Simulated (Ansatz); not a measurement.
# Structure types of Cr compared at 29 GPa

Structure types of Cr are relaxed in primitive cells with their symmetry kept at 29 GPa, first on PAW files, then by LAPW. The enthalpy is E + pV at zero temperature, without zero-point motion. Only the types listed were tried, and differences under about 5 meV/atom are mesh noise. Not among the end structures: fcc, which may lie lower.

All numbers are PBE results (scalar-relativistic) from Ansatz 0.2.0, with Fermi–Dirac smearing of 0.05 eV, spin-polarised from start moments Cr 2 μB. Methods: LAPW: all electrons, basis error target 0.5 meV/atom; PAW: frozen-core files, cutoff 420 eV.

k meshes: bcc 19×19×19, hcp 18×18×10, sc 17×17×17, diamond 14×14×14, beta tin 18×18×18.

Antiferromagnetic order, which Cr and Mn prefer near zero pressure, wasn't tried. The start moments died away, and the runs ended non-magnetic.

```
start type             ends as          a, b, c (Å)  V (Å³/atom)  H − H(lowest), LAPW (meV/atom)  moment (μB/atom)
       bcc          bcc, Im-3m  2.762, 2.762, 2.762        10.53                             0.0              0.00
       hcp       hcp, P6_3/mmc  2.409, 2.409, 4.287        10.78                           460.4              0.00
        sc           sc, Pm-3m  2.247, 2.247, 2.247        11.35                               ?              0.00
   diamond      diamond, Fd-3m  4.775, 4.775, 4.775        13.61                          2865.4              0.00
  beta tin  beta tin, I4_1/amd  4.339, 4.339, 2.343        11.03                               ?              0.00
```

Question: Give the missing entry: row "sc", column "H − H(lowest), LAPW (meV/atom)".

Answer: 1206.3.

Question: What belongs in the row "beta tin", column "H − H(lowest), LAPW (meV/atom)"?

Answer: 850.0.

Question: Split the lead of bcc over hcp into energy and pV.

Answer: For hcp less bcc: ΔE = +416.2 meV/atom, and p·ΔV = 29 GPa × +0.2443 Å³ × 6.242 meV/(GPa·Å³) = +44.2 meV/atom, together 460.4 meV/atom. bcc wins on both counts.
